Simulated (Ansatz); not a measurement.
Take RuO₂ in the rutile structure (space group P4_2/mnm, No. 136; a = 4.467 Å, c = 3.093 Å) as the base.

Calculations: plane-wave PAW DFT at the PBEsol level (Ansatz, a quantum-chemistry and plane-wave program, 420 eV), spin-orbit coupling left out, earlier PAW set.

One change was made to it. Results:

| quantity | base | after |
|---|---|---|
| density | 7.16 g/cm³ | 7.82 g/cm³ |
| c/a ratio | 0.692 | 0.708 |
| shortest interatomic distance | 1.934 Å | 1.871 Å |

Task: Which change produced these results?
A. pressure 30 GPa
B. pressure 15 GPa
C. pressure −2 GPa

Result: A, pressure 30 GPa. For comparison, the density in the other runs: pressure −2 GPa gives 7.11 g/cm³; pressure 15 GPa gives 7.51 g/cm³.

Load acts through the strain it causes; cell and atoms are relaxed under it. Stability against distortions was not tested. No other phases were tried under pressure. No Hubbard U is applied, and correlation can decide whether such a compound is a metal. All final runs are without spin polarisation.
